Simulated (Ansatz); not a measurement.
SiGe under strain

Computed with DFT r2SCAN, scalar-relativistic, plane waves, PAW (Ansatz). Settings: 500 eV cutoff, 12×12×4 k-mesh, Gaussian smearing of 0.02 eV, no spin polarisation.

The relaxed crystal:

```xyz
4
Lattice="3.9044 0.0000 0.0000 -1.9522 3.3813 0.0000 0.0000 0.0000 6.4537" Properties=species:S:1:pos:R:3 pbc="T T T"
Si    1.9522    1.1271    5.6435
Si    0.0000    2.2542    2.4167
Ge    1.9522    1.1271    3.2303
Ge    0.0000    2.2542    0.0034
```

Deformation: biaxial strain in the a-b plane, with the length and tilt of c and the atoms relaxed, all within the symmetry that the strain leaves. Energies are extrapolated to zero smearing. Gaps are generalised Kohn–Sham gaps over the whole zone.

| strain (%) | ΔE (meV/atom) | a (Å) | b (Å) | c (Å) | gap (eV) |
| --- | --- | --- | --- | --- | --- |
| -3.0 | 27.6 | 3.787 | 3.787 | 6.511 | 0.47 |
| -2.0 | 12.0 | 3.826 | 3.826 | 6.490 | 0.57 |
| -1.0 | 2.9 | 3.865 | 3.865 | 6.471 | 0.63 |
| +0.0 | 0.0 | 3.904 | 3.904 | 6.454 | 0.66 |
| +1.0 | 2.8 | 3.943 | 3.943 | 6.438 | 0.60 |
| +2.0 | 11.1 | 3.982 | 3.982 | 6.424 | 0.42 |
| +3.0 | 24.3 | 4.022 | 4.022 | 6.411 | 0.25 |

Q: What stiffness (1/V) d²E/dε² at zero strain does a cubic fit over all points give?

A: A cubic fit gives (1/V) d²E/dε² = 434 GPa at zero strain (twice the biaxial modulus).

Q: How does the free axis c answer a small strain?

A: Between the innermost points its strain is -0.25 times the applied one.

Q: How fast does the gap move with strain on either side?

A: 27 meV per percent on the compressed side and -59 meV per percent on the stretched side; it is indirect at -1.0 %, indirect at zero and direct at +1.0 %.